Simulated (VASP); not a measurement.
Write the native input for VASP 6.6.1 that does the following.

- Task: relaxation of cell and atoms
- Functional: PBE
- Dispersion: D3(BJ)
- Potentials or basis: VASP PAW PBE potentials, release 64 (Cd, Se)
- Cutoff: 600 eV
- k mesh: 10 × 10 × 10
- Occupations: gaussian, width 0.02 eV
- Spin: no spin polarisation
- Dipole correction: no
- Further INCAR settings: ALGO = Normal; EDIFF = 1e-06; IBRION = 2; EDIFFG = -0.005; NSW = 70; ISIF = 3

The structure of CdSe lies in POSCAR:

```
CdSe
1.0
    0.0000000000      3.0984146604      3.0984146604
    3.0984146604      0.0000000000      3.0984146604
    3.0984146604      3.0984146604      0.0000000000
Cd Se
1 1
Direct
    0.0000000000      0.0000000000      0.0000000000
    0.7500000000      0.7500000000      0.7500000000
```

Measurements of this composition are mostly on another form, of space group No. 186.

The input as run:

INCAR

```
PREC = Accurate
ENCUT = 600
EDIFF = 1E-6
ISMEAR = 0
SIGMA = 0.02
LREAL = F
LASPH = T
NELM = 100
ALGO = Normal
ISIF = 3
LWAVE = F
LCHARG = F
GGA = PE
IVDW = 12
IBRION = 2
NSW = 70
EDIFFG = -0.005
```

KPOINTS

```
Automatic mesh
0
Gamma
  10 10 10
```

Potentials or basis: VASP PAW PBE potentials, release 64 (Cd, Se).

Launch:

```bash
$ cat potpaw_PBE.64/Cd/POTCAR potpaw_PBE.64/Se/POTCAR > POTCAR
$ mpirun -np 1 vasp_std > vasp.out
```

It gave:

| Item | Value |
| --- | --- |
| Relaxed volume | 28.69 Å³/atom |
| Relaxed cell | a = 4.329 Å, b = 4.329 Å, c = 4.329 Å, α = 60.00°, β = 60.00°, γ = 60.00° |
| Space group after relaxing (to 0.05 Å) | F-43m (No. 216) |
| Energy gained by relaxing | 5.8 meV/atom |
| Ionic steps | 4 |
| Pressure after relaxing | 0.0 GPa |
| Band gap on the k mesh | 0.57 eV, direct |
| Dispersion energy per atom | -0.312 eV |

It took 41 s on 1 thread of Intel(R) Xeon(R) 6975P-C (Granite Rapids) (shared host), peak memory 0.25 GiB.
